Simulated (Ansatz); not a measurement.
A run of Ansatz 0.2.0:

Contents of input.yaml:

```yaml
crystal:
  lattice:
    - [1.58, 0.9122134253, 6.15]
    - [-1.58, 0.9122134253, 6.15]
    - [0.0, -1.8244268506, 6.15]
  atoms:
    - { symbol: Mo, position: [0.0, 0.0, 0.0] }
    - { symbol: S, position: [0.417, 0.417, 0.417] }
    - { symbol: S, position: [0.25, 0.25, 0.25] }
hamiltonian:
  xc: pbesol
  pseudopotentials: { kind: paw }
  hubbard: { sites: [{ species: Mo, l: d, u_eff: 8.0 }] }
kpoints:
  mp_grid: { grid: [10, 10, 10] }
scf:
  occupations: { method: fermi_dirac, width: 0.05 }
  n_extra_bands: 7
output:
  forces: true
  stress: true
  eigenvalues: true
  dos: { projected: true, de: 0.05, nscf_kmesh: { grid: [15, 15, 15] } }
```

Potentials or basis: Ansatz PAW.

The run is started by

```sh
$ ansatz run input.yaml --threads 2 --pin off --max-ram 5632MiB --backend cpu --events-out ev --progress --plain --runs-dir out
```

Hardware: 2 threads of Arm Neoverse V2 (shared host).

**Question.** How long does it take, and how much memory?

**Answer.** It took 20 s on 2 threads of Arm Neoverse V2, on a shared host, peak memory 0.55 GiB. Counts: scf iterations 12, plane waves 1011, k points 116, bands 20.
